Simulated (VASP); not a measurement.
The system is Pt.

```xyz
1
Lattice="0.0000 1.9609 1.9609 1.9609 0.0000 1.9609 1.9609 1.9609 0.0000" Properties=species:S:1:pos:R:3 pbc="T T T"
Pt    0.0000    0.0000    0.0000
```

Base run:

```yaml
Program: VASP 6.6.1
Functional: rSCAN
Potentials_or_basis: VASP PAW PBE potentials, release 64 (Pt)
Cutoff: 520 eV
k_mesh: 12 × 12 × 12
Occupations: fermi-dirac, width 0.05 eV
Spin: no spin polarisation
```

Its results: pressure 5.0 GPa.

**Question.** The run is repeated on the same cell with these changes: functional from rSCAN to PBE; occupations from fermi-dirac, width 0.05 eV to gaussian, width 0.027 eV. What comes out?

**Answer.** Pressure 9.7 GPa.

Caveats: the PAW data sets were made with another functional, which shifts forces and pressure a little (some runs).

Not every run made on this cell is shown here.
